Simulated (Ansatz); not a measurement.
## A series in volume per atom on V

Results calculated with Ansatz 0.2.0, not measured. Periodic Kohn-Sham DFT of a crystal at fixed atoms; pressure and stress are positive in compression; the energy is the free energy less that of spherical unpolarised free atoms; site moments are those in the method's own spheres, positive along +z.

Cell of the first row (space group Fd-3m, No. 227):
```
cell vectors (Å)
   0.0000     2.6871     2.6871
   2.6871     0.0000     2.6871
   2.6871     2.6871     0.0000
atoms (fractions of the cell vectors)
V   0.00000  0.00000  0.00000
V   0.25000  0.25000  0.25000
```

Settings of every row: method all-electron LAPW; functional PBE; relativity scalar; k mesh 10x10x10; filling fermi-dirac; smearing width 0.08 eV; basis error target 1 meV/atom; nucleus gaussian.

Atom:
| element | start moment (bohr magneton) |
| --- | --- |
| V | 1.5 |
| V | 1.5 |

Limits: some atoms lie unusually close (a squeezed, shaken or made-up cell).

| row | volume per atom (Å³) | pressure (GPa) | energy less free atoms (eV/atom) | cell moment (bohr magneton) |
| --- | --- | --- | --- | --- |
| 1 | 19.403 | 3.304 | -6.1095 | 3.615 |
| 2 | 19.914 | 1.566 | -6.1172 | 3.684 |
| 3 | 20.424 | -0.014 | -6.1196 | 3.738 |
| 4 | 20.935 | ? | ? | ? |
| 5 | 21.445 | -2.706 | -6.1106 | 3.82 |

Question: what pressure and energy less free atoms should row 4 give?

Worked fit of pressure. Take u = (V_r/V)^(2/3) − 1 with V_r = 20.169 Å³ an atom, which is twice the finite (Eulerian) strain; such expansions in the strain, on which the Birch-Murnaghan equation of state is built, carry the rest volume and the bulk modulus. The shown rows have u = 0.02615, 0.00852, -0.00834, -0.04007. Least squares give pressure = 0.7551 + 93.14 × u + 168.36 × u² GPa; a straight line predicts inner rows, each left out in turn, worse (root mean square 0.12 against 0.01 GPa). The rows lie off it by -0.002, 0.005, -0.004, 0.001 (root mean square 0.0034 GPa). The pressure vanishes at u = -0.0082, or V = 20.42 Å³ an atom, and there the bulk modulus at fixed shape and fractions is B = −V dP/dV = (2/3)(1 + u) dP/du = 59.8 GPa. The withheld row has u = -0.02454, so the fit gives 0.7551 + 93.14 × (-0.02454) + 168.36 × (-0.02454)² = -1.429 GPa.

The calculation gave -1.436 GPa. The fit lies 0.007 GPa (0.12 % of the column's range) above it; its largest miss of a shown row is 0.005 GPa.

Worked fit of energy less free atoms. Take u = (V_r/V)^(2/3) − 1 with V_r = 20.169 Å³ an atom, which is twice the finite (Eulerian) strain; such expansions in the strain, on which the Birch-Murnaghan equation of state is built, carry the rest volume and the bulk modulus. The shown rows have u = 0.02615, 0.00852, -0.00834, -0.04007. Least squares give energy less free atoms = −6.11903 + 0.1378 × u + 8.688 × u² eV/atom; a straight line predicts inner rows, each left out in turn, worse (root mean square 0.006 against 5.8e-05 eV/atom). All shown rows lie on it to the printed digit. Its lowest point lies at u = -0.0079, or V = 20.41 Å³ an atom, and the curvature there gives the bulk modulus at fixed shape and fractions, B = (4/9)(1 + u)² E″(u)/V = 59.7 GPa. The withheld row has u = -0.02454, so the fit gives −6.11903 + 0.1378 × (-0.02454) + 8.688 × (-0.02454)² = -6.1172 eV/atom.

The calculation gave -6.1173 eV/atom. The fit lies 0.0001 eV/atom (0.99 % of the column's range) above it, one unit of the last digit.

The other values of row 4: cell moment 3.782 bohr magneton.
